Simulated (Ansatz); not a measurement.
Here is an unrelaxed guess for AlNi.

```cif
data_structure
_symmetry_space_group_name_H-M 'P-6m2'
_symmetry_Int_Tables_number 187
_cell_length_a 2.6581
_cell_length_b 2.6581
_cell_length_c 4.1948
_cell_angle_alpha 90.000
_cell_angle_beta 90.000
_cell_angle_gamma 120.000
_cell_volume 25.67
loop_
_atom_site_label
_atom_site_type_symbol
_atom_site_symmetry_multiplicity
_atom_site_Wyckoff_symbol
_atom_site_fract_x
_atom_site_fract_y
_atom_site_fract_z
_atom_site_occupancy
Al1 Al 1 b 0.00000 0.00000 0.50000 1
Ni1 Ni 1 c 0.33333 0.66667 0.00000 1
```

All numbers below come from Ansatz 0.2.0, DFT PBE, scalar-relativistic, plane waves, PAW. Settings: cutoff 420 eV, Γ-centred mesh 6×6×4 on the computed 2-atom cell, Gaussian smearing of 0.10 eV; collinear spin from starting moments 0.0 2.0 μB.

Energies over the elements count from the elements' standard structures at the same level, with no fitted energy shifts.

Q: Estimate its pressure, forces and energy as it stands.

A: The pressure is -3.9 GPa (the mean over three directions, positive in compression), the largest force is 0.00 eV/Å (symmetry fixes the atoms), and the energy is −0.38 eV/atom against the elements. The shortest distance is 2.60 Å.

Q: How much does it gain on relaxing, and where does it end?

A: Relaxing gains under 0.1 eV/atom (the start's value is from the coarse mesh, so the gain is rough) in 8 ionic steps and ends at −0.47 eV/atom on the finer mesh. The symmetry stays P-6m2 (No. 187). The volume per atom shrinks by 2.0 %, from 12.8 to 12.6 Å³. The shortest distance goes from 2.60 Å (Al–Ni) to 2.49 Å (Al–Ni). The ratio c/a of the conventional cell changes by a factor of 0.88. Conventional cell: a = 2.759 Å, c = 3.818 Å. Around Al lie 6 Ni at 2.49 Å and 6 Al at 2.76 Å; Ni is surrounded by 6 Al at 2.49 Å and 6 Ni at 2.76 Å.

The last run used a 24×24×14 mesh (in the run's order of axes) for its 2-atom cell and Gaussian smearing of 0.10 eV. Trial moments died out on the coarse mesh, so the last step has no spin; another magnetic start might hold. The relaxation can't lower the symmetry of the start. A structure relaxed within its symmetry needn't be a true minimum.
